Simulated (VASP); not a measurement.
# PtSe2 (P-3m1) in VASP: notebook

The runs below take PtSe2 through relaxation of cell and atoms, vibrations by finite differences, with PBE+D3(BJ).

All numbers are computed with VASP 6.6.1; they aren't measurements. Logs are shortened: lines on timing, memory, paths and dates and some standing lists are left out, and cuts for length are marked.

## (1) The crystal as given

It takes space group P-3m1 (No. 164, trigonal). Conventional cell: a = 3.724 Å, b = 3.724 Å, c = 5.062 Å, α = 90.00°, β = 90.00°, γ = 120.00°. Pt (site symmetry -3m) is surrounded by 6 Se at 2.49 Å. Se (site symmetry 3m) has 3 Pt at 2.49 Å as nearest neighbours.

## (2) Relaxation of cell and atoms, PBE+D3(BJ)

The input, INCAR:

```
ALGO = Normal ; EDIFF = 1E-7
EDIFFG = -0.15 ; ENCUT = 520
GGA = PE ; IBRION = 2
ISIF = 3 ; ISMEAR = 0
IVDW = 12 ; KPAR = 4
LASPH = T ; LCHARG = F
LREAL = F ; LWAVE = F
NELM = 80 ; NSW = 80
PREC = Accurate ; SIGMA = 0.02
```

The input, KPOINTS:

```
k-points
0
Gamma
  9 9 6
```

The input, POSCAR:

```
PtSe2
1.0
    3.7240000000      0.0000000000      0.0000000000
   -1.8620000000      3.2250786000      0.0000000000
    0.0000000000      0.0000000000      5.0620000000
Pt Se
1 2
Direct
    0.0000000000      0.0000000000      0.0000000000
    0.3333333300      0.6666666700      0.2500000000
    0.6666666700      0.3333333300      0.7500000000
```

Potentials or basis: VASP PAW PBE potentials, release 64 (Pt, Se).

Run with:

```bash
$ cat potpaw_PBE.64/Pt/POTCAR potpaw_PBE.64/Se/POTCAR > POTCAR
$ mpirun -np 4 vasp_std > vasp.out
```

OUTCAR:

```text
EDIFF = 1E-7
   EDIFFG = -0.15
   ENCUT = 520
   GGA = PE
   IBRION = 2
   ISIF = 3
   ISMEAR = 0
   IVDW = 12
   LASPH = T
   LREAL = F
   NELM = 80
   NSW = 80
   PREC = Accurate
 IVDW          = 12

 ion  position               nearest neighbor table
   1  0.000  0.000  0.000-   2 2.49   3 2.49   2 2.49   3 2.49   3 2.49   2 2.49
   2  0.333  0.667  0.250-   1 2.49   1 2.49   1 2.49
   3  0.667  0.333  0.750-   1 2.49   1 2.49   1 2.49

  LATTYP: Found a hexagonal cell.
 ALAT       =     3.7240000000
 C/A-ratio  =     1.3592910849

  Lattice vectors:

 A1 = (   3.7240000000,   0.0000000000,   0.0000000000)
 A2 = (  -1.8620000000,   3.2250786000,   0.0000000000)
 A3 = (   0.0000000000,   0.0000000000,   5.0620000000)

Analysis of symmetry for initial positions (statically):
=====================================================================
 Subroutine PRICEL returns:
 Original cell was already a primitive cell.

 Routine SETGRP: Setting up the symmetry group for a
 hexagonal supercell.

 Subroutine GETGRP returns: Found 12 space group operations
 (whereof 12 operations were pure point group operations)
 out of a pool of 24 trial point group operations.

The static configuration has the point symmetry D_3d.

Analysis of symmetry for dynamics (positions and initial velocities):
=====================================================================
 Subroutine PRICEL returns:
 Original cell was already a primitive cell.

 Routine SETGRP: Setting up the symmetry group for a
 hexagonal supercell.

 Subroutine GETGRP returns: Found 12 space group operations
 (whereof 12 operations were pure point group operations)
 out of a pool of 24 trial point group operations.

The dynamic configuration has the point symmetry D_3d.

 Subroutine INISYM returns: Found 12 space group operations
 (whereof 12 operations are pure point group operations),
 and found     1 'primitive' translations

----------------------------------------------------------------------------------------

                                     Primitive cell

  volume of cell :      60.7956

  direct lattice vectors                    reciprocal lattice vectors
     3.724000000  0.000000000  0.000000000     0.268528464  0.155034981  0.000000000
    -1.862000000  3.225078600  0.000000000     0.000000000  0.310069962  0.000000000
     0.000000000  0.000000000  5.062000000     0.000000000  0.000000000  0.197550375

  length of vectors
     3.724000000  3.723999997  5.062000000     0.310069962  0.310069962  0.197550375

  position of ions in fractional coordinates (direct lattice)
     0.000000000  0.000000000  0.000000000
     0.333333330  0.666666670  0.250000000
     0.666666670  0.333333330  0.750000000

  ion indices of the primitive-cell ions
   primitive index   ion index
                 1           1
                 2           2
                 3           3

----------------------------------------------------------------------------------------

 KPOINTS: k-points

Automatic generation of k-mesh.
 Grid dimensions read from file:
 generate k-points for:    9    9    6

 Generating k-lattice:

  Cartesian coordinates                     Fractional coordinates (reciprocal lattice)
     0.029836496  0.017226109  0.000000000     0.111111111  0.000000000  0.000000000
     0.000000000  0.034452218  0.000000000     0.000000000  0.111111111  0.000000000
     0.000000000  0.000000000  0.032925063     0.000000000  0.000000000  0.166666667

  Length of vectors
     0.034452218  0.034452218  0.032925063

  Shift w.r.t. Gamma in fractional coordinates (k-lattice)
     0.000000000  0.000000000  0.000000000

 Subroutine IBZKPT returns following result:
 ===========================================

 Found     62 irreducible k-points:

 Following reciprocal coordinates:
            Coordinates               Weight
  0.000000  0.000000  0.000000      1.000000
  0.111111  0.000000  0.000000      6.000000
  0.222222  0.000000  0.000000      6.000000
  0.333333 -0.000000  0.000000      6.000000
  0.444444  0.000000  0.000000      6.000000
  0.111111  0.111111  0.000000      6.000000
[... 16 lines left out ...]
  0.222222  0.111111  0.166667     12.000000
 -0.111111  0.333333  0.166667     12.000000
 [... further k-points ...]
   k-points           NKPTS =     62   k-points in BZ     NKDIM =     62   number of bands    NBANDS=     15
   number of dos      NEDOS =    301   number of ions     NIONS =      3
   total plane-waves  NPLWV =  31360
   dimension x,y,z NGX =    28 NGY =   28 NGZ =   40
   dimension x,y,z NGXF=    56 NGYF=   56 NGZF=   80
   ions per type =               1   2
   NGX,Y,Z   is equivalent  to a cutoff of  12.50, 12.50, 13.14 a.u.
   NGXF,Y,Z  is equivalent  to a cutoff of  25.00, 25.00, 26.27 a.u.
 SYSTEM =  unknown system
   PREC   = accura    normal or accurate (medium, high low for compatibility)
   ISTART =      0    job   : 0-new  1-cont  2-samecut
   ICHARG =      2    charge: 1-file 2-atom 10-const
   ISPIN  =      1    spin polarized calculation?
   LNONCOLLINEAR =      F non collinear calculations
   LSORBIT =      F    spin-orbit coupling
   LASPH  =      T    aspherical Exc in radial PAW
   ENCUT  =  520.0 eV  38.22 Ry    6.18 a.u.   6.92  6.92  9.41*2*pi/ulx,y,z
   NELM   =     80;   NELMIN=  2; NELMDL= -5     # of ELM steps
   EDIFF  = 0.1E-06   stopping-criterion for ELM
   LREAL  =      F    real-space projection
   EDIFFG = -.1E+00   stopping-criterion for IOM
   NSW    =     80    number of steps for IOM
   IBRION =      2    ionic relax: 0-MD 1-quasi-New 2-CG
   NFREE  =      1    steps in history (QN), initial steepest desc. (CG)
   ISIF   =      3    stress and relaxation
   ISYM   =      2    0-nonsym 1-usesym 2-fastsym
   POTIM  = 0.5000    time-step for ionic-motion
   TEBEG  =    0.0;   TEEND  =   0.0 temperature during run
   PSTRESS=    0.0 pullay stress
   NELECT =      22.0000    total number of electrons
   NUPDOWN=      -1.0000    fix difference up-down
   EMIN   =  10.00;   EMAX   =-10.00  energy-range for DOS
   EFERMI =   0.00;   METHOD = LEGACY
   ISMEAR =     0;   SIGMA  =   0.02  broadening in eV -4-tet -1-fermi 0-gaus
   EFERMI_NEDOS =   21; number of points for ismear=-14 and -15
   IALGO  =     38    algorithm
   IMIX   =      4    mixing-type and parameters
     AMIX     =   0.40;   BMIX     =  1.00
     AMIX_MAG =   1.60;   BMIX_MAG =  1.00
  volume/ion in A,a.u.               =      20.27       136.76
  Fermi-wavevector in a.u.,A,eV,Ry     =   1.166608  2.204570 18.517184  1.360975
  Thomas-Fermi vector in A             =   2.303119
   LORBIT       =      0    0 simple, 1 ext, 2 COOP (PROOUT), +10 PAW based schemes
   GGA     = PE    functional components
   LHFCALC =     F    Hartree Fock is set to
   AEXX    =    0.0000 exact exchange contribution
   IVDW    =    12    specifies the selected vdW correction
   LEPSILON=     F    determine dielectric tensor
   LRPA    =     F    only Hartree local field effects (RPA)
 conjugate gradient relaxation of ions
 non-spin polarized calculation
 Gauss-broadening in eV      SIGMA  =   0.02
  energy-cutoff  :      520.00
  volume of cell :       60.80
 maximum number of plane-waves:      1650
   NGX = 13   NGY = 13   NGZ = 19

--------------------------------------- Ionic step        1  -------------------------------------------

 number of electron      21.9999999 magnetization

 Free energy of the ion-electron system (eV)
  ---------------------------------------------------
  ext. energy  EPLUGINS =         0.00000000
  ---------------------------------------------------
  free energy    TOTEN  =       -14.18531625 eV

  energy without entropy =      -14.18515943  energy(sigma->0) =      -14.18523784

------------------------ aborting loop because EDIFF is reached ----------------------------------------

 Edisp (eV)   -1.43094

 E8    (eV) :    -0.6140

  FORCE on cell =-STRESS in cart. coord.  units (eV):
  Direction    XX          YY          ZZ          XY          YZ          ZX
  --------------------------------------------------------------------------------------
  -------------------------------------------------------------------------------------
  Total       1.56787     1.56787     0.79627     0.00000    -0.00000     0.00000
  in kB      41.31896    41.31896    20.98451     0.00000    -0.00000     0.00000
  external pressure =       34.54 kB  Pullay stress =        0.00 kB

 VOLUME and BASIS-vectors are now :
 -----------------------------------------------------------------------------
  energy-cutoff  :      520.00
  volume of cell :       60.80
      direct lattice vectors                 reciprocal lattice vectors
     3.724000000  0.000000000  0.000000000     0.268528464  0.155034981  0.000000000
    -1.862000000  3.225078600  0.000000000     0.000000000  0.310069962  0.000000000
     0.000000000  0.000000000  5.062000000     0.000000000  0.000000000  0.197550375
[... 165 lines left out ...]
 POSITION                                       TOTAL-FORCE (eV/Angst)
 -----------------------------------------------------------------------------------
      1.87881      3.25419      0.00000         0.000000      0.000000      0.000000
     -0.00000      2.16946      1.28600        -0.000000     -0.000000      0.162233
      1.87881      1.08473      3.77497         0.000000      0.000000     -0.162233
 -----------------------------------------------------------------------------------
    total drift:                                0.000000      0.000000     -0.000000

  FREE ENERGIE OF THE ION-ELECTRON SYSTEM (eV)
  ---------------------------------------------------
  free  energy   TOTEN  =       -15.6454587428 eV

  energy  without entropy=      -15.6453194180  energy(sigma->0) =      -15.64538908

--------------------------------------- Ionic step        6  -------------------------------------------

 number of electron      21.9999998 magnetization

 Free energy of the ion-electron system (eV)
  ---------------------------------------------------
  ext. energy  EPLUGINS =         0.00000000
  ---------------------------------------------------
  free energy    TOTEN  =       -14.22210705 eV

  energy without entropy =      -14.22192219  energy(sigma->0) =      -14.22201462

 E-fermi :   6.5172     XC(G=0): -10.6822

 val. band max:        6.4351032144   @ k =   0.3333   0.3333   0.0000
 cond. band min:       6.5193465777   @ k =   0.0000   0.3333   0.3333
 fundamental gap:      0.0842433633
 Fermi energy:         6.5172342917

 k-point     1 :       0.0000    0.0000    0.0000
  band No.  band energies     occupation
      1      -9.0851      2.00000
      2      -6.2489      2.00000
      3      -0.6147      2.00000
      4       0.2648      2.00000
      5       0.2648      2.00000
      6       2.6377      2.00000
      7       2.6377      2.00000
      8       3.9327      2.00000
      9       5.4777      2.00000
     10       5.4777      2.00000
     11       7.0791      0.00000
     12       7.7097      0.00000
     13       7.7097      0.00000
     14      10.0069      0.00000
     15      10.5621      0.00000
[... 397 lines left out ...]
 k-point    24 :      -0.1111    0.3333    0.1667
  band No.  band energies     occupation
      1      -8.1673      2.00000
      2      -6.7001      2.00000
      3      -0.0549      2.00000
      4       0.5518      2.00000
      5       0.9245      2.00000
      6       1.4421      2.00000
      7       2.2210      2.00000
      8       3.1018      2.00000
      9       4.2135      2.00000
     10       4.5060      2.00000
     11       5.9919      2.00000
     12       6.7657      0.00000
     13       7.8676      0.00000
     14      11.0999      0.00000
     15      12.7806      0.00000

 [... further k-points ...]

------------------------ aborting loop because EDIFF is reached ----------------------------------------

 Edisp (eV)   -1.43531

 E8    (eV) :    -0.6164

  FORCE on cell =-STRESS in cart. coord.  units (eV):
  Direction    XX          YY          ZZ          XY          YZ          ZX
  --------------------------------------------------------------------------------------
  -------------------------------------------------------------------------------------
  Total       0.10931     0.10931    -0.34292     0.00000    -0.00000     0.00000
  in kB       2.88352     2.88352    -9.04581     0.00000    -0.00000     0.00000
  external pressure =       -1.09 kB  Pullay stress =        0.00 kB

 VOLUME and BASIS-vectors are now :
 -----------------------------------------------------------------------------
  energy-cutoff  :      520.00
  volume of cell :       60.74
      direct lattice vectors                 reciprocal lattice vectors
     3.751271429 -0.000000000  0.000000000     0.266576285  0.153907890  0.000000000
    -1.875635715  3.248696351  0.000000000    -0.000000000  0.307815780  0.000000000
    -0.000000000 -0.000000000  4.983850737    -0.000000000 -0.000000000  0.200648064

 POSITION                                       TOTAL-FORCE (eV/Angst)
 -----------------------------------------------------------------------------------
     -0.00000     -0.00000      0.00000         0.000000      0.000000      0.000000
     -0.00000      2.16580      1.29369        -0.000000     -0.000000      0.066743
      1.87564      1.08290      3.69016         0.000000      0.000000     -0.066743
 -----------------------------------------------------------------------------------
    total drift:                               -0.000000      0.000000      0.000000

  FREE ENERGIE OF THE ION-ELECTRON SYSTEM (eV)
  ---------------------------------------------------
  free  energy   TOTEN  =       -15.6574168350 eV

  energy  without entropy=      -15.6572319723  energy(sigma->0) =      -15.65732440

 reached required accuracy - stopping structural energy minimisation
```

Wall time 68 s (4 MPI ranks of Intel Xeon Platinum 8259CL at 2.50GHz (Skylake/Cascade Lake), shared host); peak memory 0.24 GiB.

What came out:

```
Free energy                            : -15.6574 eV
Relaxed volume                         : 20.25 Å³/atom
Relaxed cell                           : a = 3.751 Å, b = 3.751 Å, c = 4.984 Å, α = 90.00°, β = 90.00°, γ = 120.00°
Space group after relaxing (to 0.05 Å) : P-3m1 (No. 164)
Energy gained by relaxing              : 13.7 meV/atom
Ionic steps                            : 6
Pressure after relaxing                : -0.1 GPa
Largest force after relaxing           : 0.067 eV/Å
Band gap on the k mesh                 : none (metal or under the smearing width)
Dispersion energy per atom             : -0.478 eV
```

Forces on the atoms (eV/Å):
```
Pt   0.000  0.000  0.000
Se   0.000  0.000  0.067
Se   0.000  0.000 -0.067
```

The path:
```tsv
step	energy change (eV)	largest force (eV/Å)	pressure (GPa)	volume (Å³)
1	0.0000	0.6174	3.45	60.80
2	0.0309	0.3915	-5.82	64.72
3	-0.0238	0.1843	-0.60	62.30
4	-0.0238	0.1923	-0.52	62.27
5	-0.0292	0.1622	-0.44	61.89
6	-0.0412	0.0667	-0.11	60.74
```

Final structure:
```cif
data_structure
_symmetry_space_group_name_H-M 'P 1'
_symmetry_Int_Tables_number 1
_cell_length_a 3.7513
_cell_length_b 3.7513
_cell_length_c 4.9839
_cell_angle_alpha 90.000
_cell_angle_beta 90.000
_cell_angle_gamma 120.000
_cell_volume 60.74
loop_
_atom_site_label
_atom_site_type_symbol
_atom_site_fract_x
_atom_site_fract_y
_atom_site_fract_z
_atom_site_occupancy
Pt1 Pt 0.00000 0.00000 0.00000 1
Se1 Se 0.33333 0.66667 0.25958 1
Se2 Se 0.66667 0.33333 0.74042 1
```

Caveat: pairwise dispersion overbinds metals, which lowers pressure and volume; the relaxation stopped at a loose force limit of 0.15 eV/Å, so its end isn't a converged minimum. Spin-orbit coupling is left out, which matters for the levels of Pt.

## (3) Relaxation of cell and atoms, PBE+D3(BJ)

INCAR is that of step 2.

KPOINTS is that of step 2.

The input, POSCAR:

```
PtSe2                                   
1.0
    3.7512714293     -0.0000000000      0.0000000000
   -1.8756357147      3.2486963505      0.0000000000
   -0.0000000000     -0.0000000000      4.9838507371
  Pt              Se            
     1     2
Direct
     0.0000000000000000    0.0000000000000000    0.0000000000000000
     0.3333333300000021    0.6666666699999979    0.2595761804659975
     0.6666666699999979    0.3333333300000021    0.7404238195340025
```

Potentials or basis: VASP PAW PBE potentials, release 64 (Pt, Se).

Run with:

```bash
$ cat potpaw_PBE.64/Pt/POTCAR potpaw_PBE.64/Se/POTCAR > POTCAR
$ mpirun -np 4 vasp_std > vasp.out
```

Wall time 16 s (4 MPI ranks of Intel Xeon Platinum 8259CL at 2.50GHz (Skylake/Cascade Lake), shared host); peak memory 0.22 GiB.

It converged, with:

* Free energy: -15.6574 eV
* Pressure after relaxing: -0.1 GPa
* Largest force after relaxing: 0.067 eV/Å
* Band gap on the k mesh: none (metal or under the smearing width)
* Dispersion energy per atom: -0.478 eV

Forces in eV/Å, atoms in the order of the input:
```
Pt   0.000  0.000  0.000
Se   0.000  0.000  0.067
Se   0.000  0.000 -0.067
```

Stress tensor (GPa, compression positive):
```
 0.29  0.00  0.00
 0.00  0.29  0.00
 0.00  0.00 -0.90
```

Final structure:
```
Pt Se
1.0
     3.75127    0.00000    0.00000
    -1.87564    3.24870    0.00000
     0.00000    0.00000    4.98385
Pt Se
1 2
Cartesian
  0.0000 0.0000 0.0000
  0.0000 2.1658 1.2937
  1.8756 1.0829 3.6902
```

Levels at points of the mesh, in eV from the Fermi level:
| k point | band 7 | band 8 | band 9 | band 10 | band 11 | band 12 | band 13 | band 14 | band 15 |
| --- | --- | --- | --- | --- | --- | --- | --- | --- | --- |
| (0.00, 0.00, 0.00) | -3.88 | -2.58 | -1.04 | -1.04 | 0.56 | 1.19 | 1.19 | 3.49 | 4.04 |
| (0.00, 0.00, 0.50) | -3.92 | -2.97 | -1.77 | -1.60 | -1.60 | 2.22 | 2.22 | 4.86 | 6.32 |

Caveat: the relaxation stopped at its first step, so nothing moved; pairwise dispersion overbinds metals, which lowers pressure and volume; the relaxation stopped at a loose force limit of 0.15 eV/Å, so its end isn't a converged minimum.

## (4) Vibrations by finite differences, PBE+D3(BJ)

The input, INCAR:

```
ALGO = Normal ; EDIFF = 1E-8
ENCUT = 520 ; GGA = PE
IBRION = 6 ; ISIF = 2
ISMEAR = 0 ; IVDW = 12
KPAR = 4 ; LASPH = T
LCHARG = F ; LREAL = F
LWAVE = F ; NBANDS = 18
NELM = 80 ; NFREE = 2
NSW = 1 ; POTIM = 0.015
PREC = Accurate ; SIGMA = 0.02
```

KPOINTS is that of step 3.

The input, POSCAR:

```
PtSe2                                   
1.0
    3.7512714293      0.0000000000      0.0000000000
   -1.8756357147      3.2486963505      0.0000000000
    0.0000000000      0.0000000000      4.9838507371
  Pt              Se            
     1     2
Direct
     0.0000000000000000    0.0000000000000000    0.0000000000000000
     0.3333333300000021    0.6666666699999979    0.2595761804659986
     0.6666666699999979    0.3333333300000021    0.7404238195340014
```

Run with:

```bash
$ cat potpaw_PBE.64/Pt/POTCAR potpaw_PBE.64/Se/POTCAR > POTCAR
$ mpirun -np 4 vasp_std > vasp.out
```

Wall time 2.9 min (4 MPI ranks of Intel Xeon Platinum 8259CL at 2.50GHz (Skylake/Cascade Lake), shared host); peak memory 0.53 GiB.

Results (log left out):

* Highest phonon frequency at Γ: 219 cm⁻¹
* Dispersion energy per atom: -0.478 eV

Phonon frequencies in cm⁻¹ (negative: imaginary):
| q point | frequencies |
| --- | --- |
| (0.000, 0.000, 0.000) | 0 0 0 165 165 203 213 213 219 |

Caveat: pairwise dispersion overbinds metals, which lowers pressure and volume. The run has no spin-orbit coupling, so splittings on Pt are missing.
